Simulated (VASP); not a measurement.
Here is a VASP 6.6.1 calculation.

Contents of INCAR:

```
SYSTEM = Tl8Br7
ALGO = Fast ; EDIFF = 1E-6
ENCUT = 520 ; GGA = PE
ISIF = 2 ; ISMEAR = -1
LASPH = .True. ; LCHARG = .False.
LREAL = Auto ; LWAVE = .False.
NBANDS = 90 ; NELM = 100
PREC = Accurate ; SIGMA = 0.05
```

File KPOINTS:

```
k-points
0
Gamma
  2 2 2
  0 0 0
```

The input POSCAR:

```
Tl8Br7
1.0
    7.9686600000      0.0000000000      0.0000000000
    0.0000000000      7.9686600000      0.0000000000
    0.0000000000      0.0000000000      7.9686600000
Tl Br
8 7
Direct
   -0.0150884841      0.0169575562      0.0000958756
    0.0011921703      0.0006731370      0.5023997761
   -0.0156400198      0.4847074665      0.0001562371
    0.0009818464      0.5016188418      0.5026523907
    0.5171521937      0.0168650689      0.0001548567
    0.5003685689      0.0001562371      0.5026560300
    0.5166275133      0.4845255037     -0.0001812099
    0.5002045513      0.5009322772      0.5022591000
    0.2507455457      0.2511084674      0.2529741512
    0.2507762911      0.2507194434      0.7473200011
    0.2508261113      0.7507819382      0.8726895112
    0.7507887148      0.2507562125      0.2753076427
    0.7507735303      0.2506445249      0.7332704620
    0.7507695146      0.7506954745      0.2529353743
    0.7508170759      0.7508316329      0.7473134755
```

Potentials or basis: VASP PAW PBE potentials, release 64 (Tl_d, Br).

Launch:

```console
$ cat potpaw_PBE.64/Tl_d/POTCAR potpaw_PBE.64/Br/POTCAR > POTCAR
$ mpirun -np 1 vasp_std > vasp.out
```

Problem. What does it give for the band gap on the k mesh?

Solution. None (metal or under the smearing width).

Problem. Predict the largest force.

Solution. 0.155 eV/Å.

Problem. Estimate the pressure.

Solution. 1.1 GPa.

Forces in eV/Å, atoms in the order of the input:
```
Tl   0.018 -0.018  0.009
Tl   0.020 -0.021  0.023
Tl   0.020  0.019  0.008
Tl   0.021  0.018  0.022
Tl  -0.019 -0.019  0.010
Tl  -0.022 -0.021  0.021
Tl  -0.017  0.020  0.010
Tl  -0.020  0.020  0.023
Br  -0.001  0.000 -0.014
Br   0.000 -0.001  0.001
Br   0.001  0.002 -0.155
Br   0.000  0.001  0.033
Br   0.003  0.004  0.023
Br  -0.002  0.000 -0.016
Br  -0.002 -0.002  0.001
```

Caveat: the k mesh is coarse (spacing up to 0.39 Å⁻¹), so the values aren't converged; an odd number of electrons without spin polarisation forces a metal; a magnetic or distorted state may lie lower. Spin-orbit coupling is left out, which matters for the levels of Tl.
